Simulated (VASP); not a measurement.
Set up this calculation in VASP 6.6.1, as the native input.

```
Task                   : single point
Functional             : LDA
Potentials or basis    : VASP PAW LDA potentials, release 64 (Ag, Cl)
Cutoff                 : 520 eV
k mesh                 : 10 × 10 × 10
Occupations            : gaussian, width 0.03 eV
Spin                   : no spin polarisation
Dipole correction      : no
Further INCAR settings : ALGO = Normal; EDIFF = 1e-07; NBANDS = 16
```

The structure of AgCl lies in POSCAR:

```
AgCl
1.0
    3.4339730000      0.0000000000      0.0000000000
    0.0000000000      3.4339730000      0.0000000000
    0.0000000000      0.0000000000      3.4339730000
Ag Cl
1 1
Direct
    0.0000000000      0.0000000000      0.0000000000
    0.3252752715      0.5000000000      0.3252752715
```

Measurements of this composition are mostly on another form, of space group No. 225.

The cell isn't the ideal one: atom 2 (Cl) moved by (-0.600, -0.600) A along x and z.

The input as run:

INCAR

```
SYSTEM = AgCl
PREC     = Accurate       ! precision mode
ENCUT    = 520            ! plane-wave cutoff, eV
EDIFF    = 1E-7           ! SCF threshold, eV
ISMEAR   = 0              ! smearing method
SIGMA    = 0.03           ! smearing width, eV
LREAL    = .False.        ! projectors in reciprocal space
LASPH    = .True.         ! aspherical terms in the spheres
NELM     = 60             ! most SCF steps
ALGO     = Normal         ! electronic algorithm
ISIF     = 2              ! what is computed and relaxed
LWAVE    = .False.        ! write WAVECAR
LCHARG   = .False.        ! write CHGCAR
GGA      = CA             ! functional
NBANDS   = 16             ! bands
```

KPOINTS

```
regular mesh
0
Gamma
  10 10 10
  0 0 0
```

Potentials or basis: VASP PAW LDA potentials, release 64 (Ag, Cl).

The run is started by

```console
$ cat potpaw_LDA.64/Ag/POTCAR potpaw_LDA.64/Cl/POTCAR > POTCAR
$ mpirun -np 1 vasp_std > vasp.out
```

Results of the run:

| Item | Value |
| --- | --- |
| Pressure | 5.2 GPa |
| Largest force | 1.493 eV/Å |
| Band gap on the k mesh | 0.31 eV, indirect (least direct gap 1.26 eV) |

Caveat: forces of over 1 eV/Å show positions far from the minimum, so gaps and moduli don't describe the material at rest.

Run time: 58 s on 1 thread of AMD EPYC 9R45 (Zen 5), on a shared host, peak memory 0.2 GiB.
